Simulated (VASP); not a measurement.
A run of VASP 6.6.1 is set up as follows.

Contents of POSCAR:

```
InPd
1.0
    3.1353947410      0.0000000000      0.0000000000
    0.0000000000      3.1353947410      0.0000000000
    0.0000000000      0.0000000000      3.1353947410
In Pd
1 1
Direct
    0.0000000000      0.0000000000      0.0000000000
    0.5000000000      0.5000000000      0.5000000000
```

File INCAR.step1:

```
ALGO     = Normal         # electronic algorithm
EDIFF    = 1E-5           # SCF threshold, eV
ENCUT    = 630            # plane-wave cutoff, eV
GGA      = PE             # functional
ISMEAR   = 0              # smearing method
LASPH    = T              # aspherical terms in the spheres
LCHARG   = F              # write CHGCAR
LREAL    = F              # projectors in reciprocal space
LWAVE    = T              # write WAVECAR
NELM     = 80             # most SCF steps
PREC     = Accurate       # precision mode
SIGMA    = 0.1            # smearing width, eV
```

File INCAR.step2:

```
ALGO     = Normal         # electronic algorithm
EDIFF    = 1E-6           # SCF threshold, eV
EDIFFG   = -0.01          # ionic threshold
ENCUT    = 630            # plane-wave cutoff, eV
GGA      = PE             # functional
HFSCREEN = 0.2            # screening, 1/A
IBRION   = 2              # ionic algorithm
ISIF     = 3              # what is computed and relaxed
ISMEAR   = 0              # smearing method
ISTART   = 1            
LASPH    = T              # aspherical terms in the spheres
LCHARG   = F              # write CHGCAR
LHFCALC  = T              # exact exchange
LREAL    = F              # projectors in reciprocal space
LWAVE    = F              # write WAVECAR
NELM     = 80             # most SCF steps
NSW      = 40             # ionic steps
PREC     = Accurate       # precision mode
PRECFOCK = Fast         
SIGMA    = 0.1            # smearing width, eV
```

The input KPOINTS:

```
k-points
0
Gamma
  4 4 4
```

Potentials or basis: VASP PAW PBE potentials, release 64 (In_d_GW, Pd_GW).

The run is started by

```console
$ cat potpaw_PBE.64/In_d_GW/POTCAR potpaw_PBE.64/Pd_GW/POTCAR > POTCAR
$ cp INCAR.step1 INCAR
$ mpirun -np 1 vasp_std > vasp.out
$ cp INCAR.step2 INCAR
$ mpirun -np 1 vasp_std > vasp.out
```

(1) Estimate the relaxed volume.

(2) What does it give for the relaxed cell?

(3) Predict the band gap on the k mesh.

Results:

(1) 17.38 Å³/atom.

(2) a = 3.264 Å, b = 3.264 Å, c = 3.264 Å, α = 90.00°, β = 90.00°, γ = 90.00°.

(3) none (metal or under the smearing width).

Caveat: the k mesh is coarse (spacing up to 0.50 Å⁻¹), so the values aren't converged, least of all with exact exchange; the PAW data sets were made with another functional, which shifts forces and pressure a little.
